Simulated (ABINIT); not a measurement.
Wanted: the native input for an ABINIT 10.8.3 (patched build) run.

```
Task                                            : band structure
Functional                                      : BLYP
Potentials or basis                             : JTH PAW PBE v2.0
Cutoff                                          : 544 eV
k mesh                                          : 9 × 9 × 5
Occupations                                     : fermi-dirac, width 0.05 eV
Spin                                            : no spin polarisation
Fine-grid cutoff                                : 1088.46 eV
Exchange and correlation inside the PAW spheres : full angular mesh (pawxcdev 0, this build's default; the released program takes 1)
```

TaS2:

```xyz
3
Lattice="3.3500 0.0000 0.0000 -1.6750 2.9012 0.0000 0.0000 0.0000 5.8600" Properties=species:S:1:pos:R:3 pbc="T T T"
Ta    0.0000    0.0000    0.0000
S     1.6750    0.9671    4.3950
S     0.0000    1.9341    1.4650
```

These files were run (other wordings do the same):

run.abi

```
# Datasets: ground state, then fixed potential
ndtset 2

# Pseudopotentials
pp_dirpath "./"
pseudos "Ta.GGA_PBE-JTH.xml, S.GGA_PBE-JTH.xml"

# Structure
acell 3*1.0
rprim
     6.3305825175     0.0000000000     0.0000000000
    -3.1652912587     5.4824452809     0.0000000000
     0.0000000000     0.0000000000    11.0737950903
ntypat 2
znucl 73 16
natom 3
typat 1 2 2
xred
     0.0000000000     0.0000000000     0.0000000000
     0.6666666667     0.3333333333     0.7500000000
     0.3333333333     0.6666666667     0.2500000000

# Plane-wave basis
ecut 20.0
pawecutdg 40.0

# Exchange and correlation
ixc -106131

# Bands and occupations
occopt 3
tsmear 0.05 eV

# SCF cycle
nstep 100

# Output
iomode 3
prtwf 0
prteig 0
prtebands 0
enunit 1
prtden1 1

# Dataset 1
kptopt1 1
ngkpt1 9 9 5
nshiftk1 1
shiftk1 0.0 0.0 0.0
nband1 17
tolvrs1 1.0e-9

# Dataset 2: bands along G-M-K-G-A-L-H-A
iscf2 -2
getden2 1
nband2 21
nbdbuf2 2
tolwfr2 1.0e-12
kptopt2 -7
ndivsm2 6
prteig2 1
prtvol2 -3
kptbounds2
     0.0000000000     0.0000000000     0.0000000000
     0.5000000000     0.0000000000     0.0000000000
     0.3333333333     0.3333333333     0.0000000000
     0.0000000000     0.0000000000     0.0000000000
     0.0000000000     0.0000000000     0.5000000000
     0.5000000000     0.0000000000     0.5000000000
     0.3333333333     0.3333333333     0.5000000000
     0.0000000000     0.0000000000     0.5000000000
```

Potentials or basis: JTH PAW PBE v2.0.

Run with:

```console
$ abinit run.abi > log 2>&1
```

Results of the run:

```json
{
  "Pressure": "15.2 GPa",
  "Largest force": "1.471 eV/Å",
  "Band gap on the k mesh": "none (metal or under the smearing width)",
  "Valence electrons inside the program's atomic spheres": "Ta 10.66; S 3.67"
}
```

Caveat: so large a pressure means that the cell lies far from this level's equilibrium, or that cutoff or potentials fall short; the potentials were made for another functional, which shifts forces and pressure; spin-orbit coupling is left out, which moves the levels of the heavy elements; this functional lacks dispersion, which binds the layers, so the pressure and a relaxed spacing across them are unreliable.

Wall time 99 s on 1 thread of Arm Neoverse V2, with other jobs on the host, peak memory 0.15 GiB.
